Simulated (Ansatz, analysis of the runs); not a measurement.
# Transmission past a defect: Ta wire along [111], 4 atoms a period, H placed on top of one Ta, part 2 of 2

Wanted: the relaxed defect and the transmission past it, beside the channels of the perfect wire.

Ansatz 0.2.0; DFT PBE, plane waves, PAW; relaxation of a wire's period (the session's first sound run).

So far, conductance of the lead as this run defines it (G₀): step 3 (the wire at its relaxed period) 3.21.

**5. Transmission between the leads**

This step: DFT PBE, plane waves, PAW; transmission of a junction in a wire (Ansatz 0.2.0).

The cell is now read as a scatterer between two semi-infinite leads, named by two sites one period apart. The scattering states in its self-consistent potential are matched to the leads' states at each energy. One point across is taken, as for a wire in vacuum.

File input.yaml:

```yaml
crystal:
  lattice:
    - [11.495, 0.0, 0.0]
    - [0.0, 9.511, 0.0]
    - [0.0, 0.0, 28.4347458894]
  atoms:
    - { symbol: Ta, position: [0.369471078, 0.499987838, -1.0e-10] }
    - { symbol: Ta, position: [0.500008222, 0.342111337, 0.0555555554] }
    - { symbol: Ta, position: [0.500008222, 0.657864339, 0.0555555554] }
    - { symbol: Ta, position: [0.630545366, 0.499987838, -1.0e-10] }
    - { symbol: Ta, position: [0.369471078, 0.499987838, 0.1111111109] }
    - { symbol: Ta, position: [0.500008222, 0.342111337, 0.1666666664] }
    - { symbol: Ta, position: [0.500008222, 0.657864339, 0.1666666664] }
    - { symbol: Ta, position: [0.630545366, 0.499987838, 0.1111111109] }
[... 25 atom lines left out ...]
    - { symbol: Ta, position: [0.500008222, 0.342111337, 0.9444444444] }
    - { symbol: Ta, position: [0.500008222, 0.657864339, 0.9444444444] }
    - { symbol: Ta, position: [0.630545366, 0.499987838, 0.8888888889] }
    - { symbol: H, position: [0.2575840797, 0.4999922207, 0.4990420152] }
kpoints:
  mp_grid: { grid: [1, 1, 3] }
scf:
  occupations: { method: fermi_dirac, width: 0.05 }
hamiltonian:
  xc: pbe
output:
  transmission:
    e_range: [-1.26, 1.26]
    de: 0.035
    kmesh: [1, 1]
    reduced_basis: true
    leads: [[32, 0]]
  dos: { projected: true, e_range: [-4, 3] }
  write_potential: true
  write_density: true
  volumetric_format: npy
  elf: true
basis:
  ecutwfc: "350 eV"
```

On the command line:

```bash
> ansatz run input.yaml --threads 4 --pin off --max-ram 16384MiB --backend cpu --events-out ev --progress --plain --runs-dir out
```

Elapsed: 7.6 min, on 4 threads of Arm Neoverse V1, shared host; peak memory 5 GiB.

Numbers from this step:

```yaml
energy_at_zero_smearing: -357507.1955 eV
transmission_at_the_energy_nearest_the_fermi_level_one_spin: 2.829
step_of_the_lead_s_hamiltonian: 22 meV
conductance_of_the_junction: 2.808 G₀
```

Table of transmission, one spin by energy, zero at the Fermi level:

```
energy (eV)  transmission, one spin
      -1.26                    5.57
      -1.19                    5.54
      -1.08                    4.56
      -1.01                    3.71
      -0.91                    3.77
      -0.84                    3.82
      -0.73                    3.84
      -0.67                    3.83
      -0.56                    3.75
      -0.49                    3.70
      -0.39                    2.91
      -0.32                    1.86
      -0.21                    1.73
      -0.14                    2.44
      -0.04                    2.80
       0.00                    2.83
       0.04                    2.84
       0.07                    3.26
       0.14                    2.91
       0.21                    3.63
       0.32                    3.85
       0.39                    3.92
       0.49                    4.00
       0.56                    4.06
       0.67                    4.11
       0.70                    4.42
       0.73                    4.34
       0.84                    2.98
       0.91                    6.08
       0.98                    6.32
       1.01                    4.69
       1.08                    5.73
       1.12                    5.78
       1.19                    5.72
       1.26                    5.62
```

Open channels of the lead, one spin against energy, zero at the Fermi level:

energy (eV), open channels of the lead, one spin and a bar from the least value:
```
   -1.190       7.00 ##############################
   -1.085       6.00 ######################
   -1.015       4.00 ########
   -0.910       4.00 ########
   -0.805       4.00 ########
   -0.700       4.00 ########
   -0.595       4.00 ########
   -0.490       4.00 ########
   -0.385       4.00 ########
   -0.315       3.00 
   -0.210       3.00 
   -0.105       3.00 
    0.000       3.00 
    0.105       5.00 ###############
    0.210       5.00 ###############
    0.315       5.00 ###############
    0.385       5.00 ###############
    0.490       5.00 ###############
    0.595       5.00 ###############
    0.700       6.00 ######################
    0.805       3.00 
    0.910       7.00 ##############################
    1.015       5.00 ###############
    1.085       6.00 ######################
    1.190       6.00 ######################
```

Projected DOS an atom over height of the atomic layer and energy from the Fermi level.  broadened by a Gaussian of 0.15 eV, since few k-points sample the long cell.

Ten even steps from '0' (0.51 states/eV) to '9' (2.27 states/eV), each cell a mean:
```
333334341434333333
757575753575757575
777776653566777777
343435321235343434
222222210122222222
343333321233333434
233332321232333323
212212220221122122
110000010100000111
211122231322211121
444455653565544444
888989984899888888
999998873788999999
443332220223333444
111111211221111111
444544453544454445
333433331333343334
222122210122212221
111011110111101111
111112110112111111
222222110112222222
001221100011221000
```
Columns: height of the atomic layer (Å) from 1.58 to 28.4; rows upwards: energy from the Fermi level (eV) from -3.98 to 1.47.

Electrostatic potential energy in the ca plane at fractional y = 0.500, with atoms of Ta and H within 0.2 Å of it. With pseudopotentials it is smooth inside the atoms' cores, unlike the true potential.

Ten even steps from '0' (-66 eV) to '9' (5 eV), each cell a mean:
```
99999999999999999999999999999999999999999999
99999999999999999999999999999999999999999999
99999999999999999999999999999999999999999999
99999999999999999999999999999999999999999999
99999999999999999999999999999999999999999999
99999999999999999998899999999999999999999999
88778999987678999976678999987678999877789999
74225799863136899752136899852136898742257998
61002689740004799730015899730015898610036898
63114799862125899852137899852136898631147998
87667899987678999987778999987678999876678999
99999999999999999999999999999999999999999999
98888999998888999998788999988889999988889999
85446899975346899874336899753468999854468999
62003799851003799851004798610037998620037998
62003799862014799852015798620147998620037998
86446899986557899976567888865578999864468999
98888999998889999998889736998899999988889999
99999999999999999999999978999999999999999999
99999999999999999999999999999999999999999999
99999999999999999999999999999999999999999999
99999999999999999999999999999999999999999999
99999999999999999999999999999999999999999999
99999999999999999999999999999999999999999999
```
Columns run along c (16.0 Å, from fractional 0.19 to 0.75 of the cell; values clipped at the 3rd and 97th percentile), rows up along a (11.5 Å). Atoms in or near the plane, at fractional coordinates: Ta at (0.22, 0.37), Ta at (0.22, 0.63), Ta at (0.34, 0.37), Ta at (0.33, 0.63), Ta at (0.45, 0.38), Ta at (0.44, 0.64), Ta at (0.55, 0.37), Ta at (0.56, 0.63), Ta at (0.67, 0.37), Ta at (0.67, 0.63), H at (0.50, 0.26).

Valence density in the ca plane at fractional y = 0.500, with atoms of Ta and H within 0.2 Å of it. It is the smooth field of the valence electrons, not physical close to the nuclei.

Values in e/Å³, 13 rows by 16 columns, each cell a mean:
```
0.0 0.0 0.0 0.0 0.0 0.0 0.0 0.0 0.0 0.0 0.0 0.0 0.0 0.0 0.0 0.0
0.0 0.0 0.0 0.0 0.0 0.0 0.0 0.0 0.0 0.0 0.0 0.0 0.0 0.0 0.0 0.0
0.0 0.0 0.0 0.0 0.0 0.0 0.0 0.0 0.0 0.0 0.0 0.0 0.0 0.0 0.0 0.0
0.4 0.5 0.1 0.4 0.7 0.1 0.3 1.0 0.2 0.1 0.8 0.3 0.1 0.6 0.3 0.1
2.7 3.1 0.3 2.3 3.5 0.4 1.6 4.0 0.7 0.6 3.9 1.7 0.4 3.6 2.1 0.3
1.4 1.6 0.4 1.0 1.7 0.4 0.7 1.7 0.4 0.4 1.8 0.8 0.4 1.9 1.0 0.4
0.4 0.4 0.3 0.4 0.4 0.3 0.3 0.4 0.3 0.3 0.4 0.3 0.3 0.4 0.4 0.3
1.9 2.2 0.3 1.4 2.9 0.5 0.8 3.2 0.9 0.9 3.1 0.7 0.4 2.6 1.4 0.4
2.3 2.7 0.2 1.5 3.2 0.4 0.7 3.3 0.9 1.0 3.4 0.7 0.3 3.2 1.7 0.2
0.2 0.2 0.1 0.1 0.2 0.1 0.1 0.2 0.6 0.6 0.2 0.1 0.1 0.2 0.1 0.1
0.0 0.0 0.0 0.0 0.0 0.0 0.0 0.0 0.1 0.1 0.0 0.0 0.0 0.0 0.0 0.0
0.0 0.0 0.0 0.0 0.0 0.0 0.0 0.0 0.0 0.0 0.0 0.0 0.0 0.0 0.0 0.0
0.0 0.0 0.0 0.0 0.0 0.0 0.0 0.0 0.0 0.0 0.0 0.0 0.0 0.0 0.0 0.0
```
Columns run along c (16.0 Å, from fractional 0.19 to 0.75 of the cell), rows up along a (11.5 Å). Atoms in or near the plane, at fractional coordinates: Ta at (0.22, 0.37), Ta at (0.22, 0.63), Ta at (0.34, 0.37), Ta at (0.33, 0.63), Ta at (0.45, 0.38), Ta at (0.44, 0.64), Ta at (0.55, 0.37), Ta at (0.56, 0.63), Ta at (0.67, 0.37), Ta at (0.67, 0.63), H at (0.50, 0.26).

ELF in the ca plane at fractional y = 0.500, with atoms of Ta and H within 0.2 Å of it. It is the smooth field of the valence electrons, not physical close to the nuclei.

Ten even steps from '0' (0.00 × 1e-1) to '9' (9.99 × 1e-1), each cell a mean:
```
00000000000000000000000000000000000000000000
00000000000000000000000000000000000000000000
00000000000000000000000000000000000000000000
00000001000000011000000111100000010000000000
10000111100000122100001233100000121100001111
10000122100000132100001243210001232100001221
11221122112321132123331243113321232112211221
26665222146664122256563133156664121266652221
46236323255145232263164243264155132462363231
36555234246564244246563354246563243365552342
32332355432323455432223444422333454323323554
54334544454335544553345444543345444543345444
43223444442223445432223454422224544432234444
24553245324553355325653354245532454245533453
36336234246246234255246222462462352363462342
36446223146456223146455222364562231463462221
14654123124553123114542587335531231246541231
10000123210000122100016999820001231100001232
10000122210000122100038999951000121000001221
00000011100000011000038999841000010000001111
00000000000000000000015888620000000000000000
00000000000000000000001344200000000000000000
00000000000000000000000000000000000000000000
00000000000000000000000000000000000000000000
```
Columns run along c (16.0 Å, from fractional 0.19 to 0.75 of the cell), rows up along a (11.5 Å). Atoms in or near the plane, at fractional coordinates: Ta at (0.22, 0.37), Ta at (0.22, 0.63), Ta at (0.34, 0.37), Ta at (0.33, 0.63), Ta at (0.45, 0.38), Ta at (0.44, 0.64), Ta at (0.55, 0.37), Ta at (0.56, 0.63), Ta at (0.67, 0.37), Ta at (0.67, 0.63), H at (0.50, 0.26).

By hand: the program gives 1.9901 × 10^14 S/m² over the cell's cross-section of 109.33 Å² = 1.093 × 10^-18 m², so one cell conducts 2.176 × 10^-4 S. Divided by G0 = 2e²/h = 7.748 × 10^-5 S this is 2.81 G0, a resistance of 4.60 kΩ.

The conductance is 2.81 G₀, with 3 channels a spin open in the lead. The lead's Hamiltonian steps by 22.0 meV, which the program lets pass, though it counts in the error estimate. The largest term of the program's error estimate is 8 %.

**6. Conductance and thermopower from T(E)**

This step: Landauer integrals over the computed T(E), interpolated linearly between its energies (analysis of the runs above).

Conductance and thermopower are moments of T(E) over the thermal window; sliding the window along E stands for a gate that leaves T(E) rigid.

This step gave:

- conductance at 300 K, interpolated from T(E): 2.815 G₀
- thermopower at 300 K: -2.386 μV/K
- Lorenz number over L0: 0.9613

T(E) held rigid; rough near sharp steps of T(E). Conductance at 300 K against shift of the leads' level:

shift of the leads' level (eV), conductance at 300 K (G₀) and a bar from the least value:
```
   -0.900       3.73 ################
   -0.850       3.80 #################
   -0.800       3.83 #################
   -0.750       3.84 #################
   -0.700       3.84 #################
   -0.650       3.83 #################
   -0.600       3.80 #################
   -0.550       3.75 ################
   -0.500       3.67 ################
   -0.450       3.47 ##############
   -0.400       3.01 ##########
   -0.350       2.37 #####
   -0.300       1.90 #
   -0.250       1.74 
   -0.200       1.93 ##
   -0.150       2.30 ####
   -0.100       2.58 #######
   -0.050       2.74 ########
    0.000       2.82 #########
    0.050       2.81 #########
    0.100       2.67 #######
    0.150       2.98 ##########
    0.200       3.45 ##############
    0.250       3.70 ################
    0.300       3.82 #################
    0.350       3.88 #################
    0.400       3.93 ##################
    0.450       3.97 ##################
    0.500       4.01 ##################
    0.550       4.05 ###################
    0.600       4.09 ###################
    0.650       4.14 ###################
    0.700       4.14 ###################
    0.750       3.79 ################
    0.800       3.50 ##############
    0.850       4.25 ####################
    0.900       5.48 ##############################
```

T(E) held rigid; rough near sharp steps of T(E). The thermopower at 300 K by shift of the leads' level:

shift of the leads' level (eV), thermopower at 300 K (μV/K) and a bar from the least value:
```
   -0.900       -4.0 ##############
   -0.850       -1.8 ###############
   -0.800       -0.7 ###############
   -0.750       -0.1 ###############
   -0.700        0.2 ###############
   -0.650        0.6 ################
   -0.600        1.5 ################
   -0.550        2.6 #################
   -0.500        5.4 ##################
   -0.450       13.4 #####################
   -0.400       27.4 ###########################
   -0.350       34.6 ##############################
   -0.300       23.6 #########################
   -0.250       -0.4 ###############
   -0.200      -22.0 ######
   -0.150      -20.5 #######
   -0.100      -12.2 ##########
   -0.050       -6.2 #############
    0.000       -2.4 ##############
    0.050        3.6 #################
    0.100       -2.8 ##############
    0.150      -21.0 #######
    0.200      -14.7 #########
    0.250       -7.1 ############
    0.300       -3.6 ##############
    0.350       -2.2 ##############
    0.400       -1.7 ###############
    0.450       -1.5 ###############
    0.500       -1.4 ###############
    0.550       -1.4 ###############
    0.600       -1.5 ###############
    0.650       -1.2 ###############
    0.700        5.3 ##################
    0.750       14.0 #####################
    0.800       -8.3 ############
    0.850      -36.5 
    0.900      -21.8 ######
```

The two levels move by half the bias each and T(E) is held rigid. The current from the zero-bias T(E) by bias:

```
bias (V)  current from the zero-bias T(E) (μA)
   0.000                                     0
   0.100                                  21.7
   0.200                                  42.6
   0.300                                  62.9
   0.400                                  83.6
   0.500                                   104
   0.600                                   126
   0.700                                   149
   0.800                                   175
   0.900                                   203
   1.000                                   232
   1.100                                   262
   1.200                                   292
   1.300                                   323
   1.400                                   354
   1.500                                   384
   1.600                                   413
   1.700                                   443
   1.800                                   476
   1.900                                   513
```

By hand, Mott's formula: S = −(π²k²T/3e) d ln T/dE, and π²k²T/3e = 7.33 μV/K × eV at 300 K. The computed T is 2.73 at -0.070 eV and 3.26 at +0.070 eV, so d ln T/dE ≈ 1.26 per eV and S ≈ -9.22 μV/K, against -2.39 from the integrals.

The thermopower is -2.39 μV/K. The Lorenz ratio is 0.96, where the Wiedemann-Franz law gives 1. Moving the level by up to 0.1 eV either way gives -12 to 3.6 μV/K.

**7. Bands of the perfect wire**

This step: DFT PBE, plane waves, PAW; channels and complex bands of a perfect wire; changed: hamiltonian.hubbard = {"sites": [{"species": "Ta", "l": "d", "u_eff": 40.0}]}, scf.max_iter = 60 (Ansatz 0.2.0).

System of this step: Ta wire along [111], 4 atoms a period. The cell holds 4 atoms: 4 Ta. Its edges and angles: a = 11.495 Å, b = 9.511 Å, c = 3.159 Å, α = 90.0°, β = 90.0°, γ = 90.0°. Vacuum lies along a and b. The structure's axis is c.

The input of the run on the perfect lead is made doubtful on purpose.

File input.yaml:

```yaml
crystal:
  lattice:
    - [11.495, 0.0, 0.0]
    - [0.0, 9.511, 0.0]
    - [0.0, 0.0, 3.1594162099]
  atoms:
    - { symbol: Ta, position: [0.369471078, 0.499987838, 0.0] }
    - { symbol: Ta, position: [0.500008222, 0.342111337, 0.499977755] }
    - { symbol: Ta, position: [0.500008222, 0.657864339, 0.500022245] }
    - { symbol: Ta, position: [0.630545366, 0.499987838, 0.0] }
kpoints:
  mp_grid: { grid: [1, 1, 26] }
scf:
  occupations: { method: fermi_dirac, width: 0.05 }
  max_iter: 60
hamiltonian:
  xc: pbe
  hubbard: { sites: [{ species: Ta, l: d, u_eff: 40.0 }] }
output:
  transmission:
    e_range: [-1.26, 1.26]
    de: 0.035
    kmesh: [1, 1]
    reduced_basis: true
    leads: [[0, 0]]
basis:
  ecutwfc: "350 eV"
```

It took 0.11 s on 4 threads; peak memory 0.077 GiB.

The program refused the input before any cycle.

The program's message: “Error: inconsistent input (output.transmission.reduced_basis, hamiltonian.hubbard): a run with a Hubbard term is solved on all plane waves alone: leave reduced_basis out”

The change that led to it: hamiltonian.hubbard.

**8. What came out**

| Property | Result |
| --- | --- |
| conductance of the perfect wire | 3.21 G₀ |
| conductance, H placed on top of one Ta | 2.81 G₀ |
| thermopower, H placed on top of one Ta | -2.39 μV/K |

In words: Summed over the computed window, 83 % of the lead's open channels pass the defect; the conductance at 300 K is 2.81 G₀. With H placed on top of one Ta, 86 % of the conductance of that run's own lead (3.28 G₀) is left, so it scatters little at the Fermi level. Transport is coherent and elastic here: the atoms are frozen, so scattering by vibrations plays no part. Adsorbates are named by the site where they were placed; the distances after each relaxation show where they ended. Spin-orbit coupling is left out, which matters for the bands of heavy atoms. A junction with open d shells ran without spin, after the few moments seeded in its relaxation died away; moments on all d atoms were not tried. The adsorbed H moved by 1.7 Å in the relaxation, so the site named is where it was put. A cutoff under the files' recommended one was taken to save time; its effect on T(E) was not tested here. A cell with an odd number of electrons ran without spin; a level of the scatterer near the Fermi level could split if spin were allowed.

[Logs are printed without paths, hosts, clocks, repeated set-up lines and the standing remarks that a program may print on its own settings, such as how far it seeks lower states.]

[Hosts, paths, dates, database ids (printed as entryN), source tags and the programs' standing remarks are cut or masked in the printed files.]
